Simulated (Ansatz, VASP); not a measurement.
## Two plane-wave programs on AlN

INCAR

```
PREC = Accurate
ENCUT = 520
EDIFF = 1E-7
ISMEAR = 0
SIGMA = 0.05
LREAL = False
LASPH = True
NELM = 100
ALGO = Fast
ISIF = 2
LWAVE = False
LCHARG = True
GGA = PE
LELF = True
LVHAR = True
NBANDS = 16
```

File KPOINTS:

```
regular mesh
0
Gamma
  9 9 6
```

The input POSCAR:

```
AlN
1.0
    3.2081362066      0.0000000000      0.0000000000
   -1.6040681033      2.7783274538      0.0000000000
    0.0000000000      0.0000000000      5.1423802048
Al N
2 2
Direct
    0.3145786745      0.6666666667      0.0017290859
    0.6854213255      0.3333333333      0.5017290859
    0.3499209514      0.6666666667      0.3832709141
    0.6500790486      0.3333333333      0.8832709141
```

Input for Ansatz:

```yaml
crystal:
  lattice:
    - [3.2081362066, 0.0, 0.0]
    - [-1.6040681033, 2.7783274538, 0.0]
    - [0.0, 0.0, 5.1423802048]
  atoms:
    - { symbol: Al, position: [0.3145786745, 0.6666666667, 0.0017290859] }
    - { symbol: Al, position: [0.6854213255, 0.3333333333, 0.5017290859] }
    - { symbol: "N", position: [0.3499209514, 0.6666666667, 0.3832709141] }
    - { symbol: "N", position: [0.6500790486, 0.3333333333, 0.8832709141] }
basis:
  ecutwfc: 520.0
kpoints:
  mp_grid: { grid: [9, 9, 6] }
hamiltonian:
  xc: pbe
  pseudopotentials: { kind: paw, azcp: { folder: soft_1 } }
scf:
  occupations: { method: gaussian, width: 0.05 }
output:
  forces: true
  stress: true
  eigenvalues: true
```

Change from the starting cell: mode 4 frozen in at -0.059 Å, equal normal strain along x, y and z +0.0250.

Alike in both runs: task single point; functional PBE; k mesh 9 × 9 × 6; occupations gaussian, width 0.05 eV; no spin polarisation.

```csv
,VASP,Ansatz
version,VASP 6.6.1,Ansatz 0.2.0
potentials or method,"VASP PAW PBE potentials, release 64 (Al, N)","scalar-relativistic, plane waves, PAW"
plane-wave cutoff (eV),520,520
valence electrons in the cell,16,16
```

Ansatz gave:

| Item | Value |
| --- | --- |
| gap on the k mesh at the Fermi level (eV) | 3.37 |
| least direct gap on the mesh (eV) | 3.37 |
| pressure (GPa) | -12.5 |
| largest component of the traceless stress (GPa) | 0.72 |
| rms of the force components (eV/Å) | 0.149 |

Task: Which values does VASP return?

Result: gap on the k mesh at the Fermi level (eV): 3.38; least direct gap on the mesh (eV): 3.38; pressure (GPa): -12.6; largest component of the traceless stress (GPa): 0.74; rms of the force components (eV/Å): 0.150.

Atom by atom the forces differ by 0.000 eV/Å (rms over components). The functional is the same, so the differences come from potentials, cutoffs and numerics.
